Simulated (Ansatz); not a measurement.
## NbP in Ansatz: the effect of Hubbard term

NbP:

```xyz
4
Lattice="-1.6749 1.6749 5.7401 1.6749 -1.6749 5.7401 1.6749 1.6749 -5.7401" Properties=species:S:1:pos:R:3 pbc="T T T"
Nb    1.6749    0.0000    2.8687
Nb    0.0000    0.0000    5.7387
P     0.0000    1.6749    3.8200
P     0.0000    0.0000    0.9500
```

The cell is a database's computed one.

Alike in all runs:

* Program: Ansatz 0.2.0
* Task: density of states
* Functional: PBEsol
* Potentials or basis: all-electron LAPW, scalar-relativistic
* Cutoff: 207 eV (chosen from the basis error)
* Basis error allowed: 0.002 eV/atom
* k mesh: 11 × 11 × 11
* Occupations: fermi-dirac, width 0.05 eV
* Spin: no spin polarisation

```csv
Hubbard term,pressure (GPa)
none,?
Nb d U = 2 eV,-5.6
Nb d U = 4 eV,-4.7
Nb d U = 6 eV,-2.9
```

Problem. What does the run with Hubbard term none give?

Solution. Pressure -6.4 GPa.

Worked out: A straight line through the other rows of the pressure, of slope 0.675 GPa per eV, extrapolates to -7.1 GPa, against the run's -6.4.

Caveats: U is the effective U less J, on atomic orbitals that reach past the spheres (some runs); the U is typed as a test and isn't derived for this compound (some runs); U without spin polarisation on a metal has little footing (some runs); an odd mesh through Γ misses points on the zone boundary, where band edges often lie (some runs).
